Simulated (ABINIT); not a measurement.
Ge: equation of state with PBE+D3(BJ)

**Measured values to compare with.**

“Sub-monolayer structures of Ag overlayers on Ge(111): experimental observations and first-principles study”, 2019, arxiv:1908.00180 quotes, for a bulk crystal of Ge: bulk modulus 75.8 GPa.

The system is Ge.

```
Ge
1.0
     0.00000    2.82891    2.82891
     2.82891    0.00000    2.82891
     2.82891    2.82891    0.00000
Ge
2
Direct
  0.75000 0.75000 0.75000
  0.50000 0.50000 0.50000
```

```json
{"Program": "ABINIT 10.8.3 (patched build)", "Task": "equation of state", "Functional": "PBE", "Dispersion": "D3(BJ)", "Potentials or basis": "JTH PAW PBE v2.0", "Cutoff": "599 eV", "k mesh": "8 × 8 × 8", "Occupations": "fermi-dirac, width 0.05 eV", "Spin": "no spin polarisation", "Fine-grid cutoff": "1197.3 eV"}
```

```yaml
Equilibrium_volume: 23.20 Å³/atom
Bulk_modulus: 62 GPa
Pressure_derivative_of_the_bulk_modulus: 5.1
```

Energy against volume, from the lowest point:
```tsv
volume (Å³/atom)	energy (meV/atom)
21.281	36.65
21.733	20.52
22.186	9.31
22.639	2.70
23.092	0.00
23.545	0.80
23.997	4.77
```

Run time: 3.6 min on 1 thread of Arm Neoverse V1 (shared host), peak memory 0.17 GiB.

Measured bulk modulus of Ge: 75.8 GPa (quoted in “Sub-monolayer structures of Ag overlayers on Ge(111): experimental observations and first-principles study”, 2019, arxiv:1908.00180). This calculation gives 62 GPa (-18.2 %). The fit is for a static lattice scaled at fixed shape and fixed fractional positions. The cell as given is a measured one (22.64 Å³/atom); PBE+D3(BJ) puts the equilibrium volume +2.5 % from it, thermal expansion not counted.

Caveat: pressures at fixed basis lie under the slope of the energies; the atomic spheres overlap.
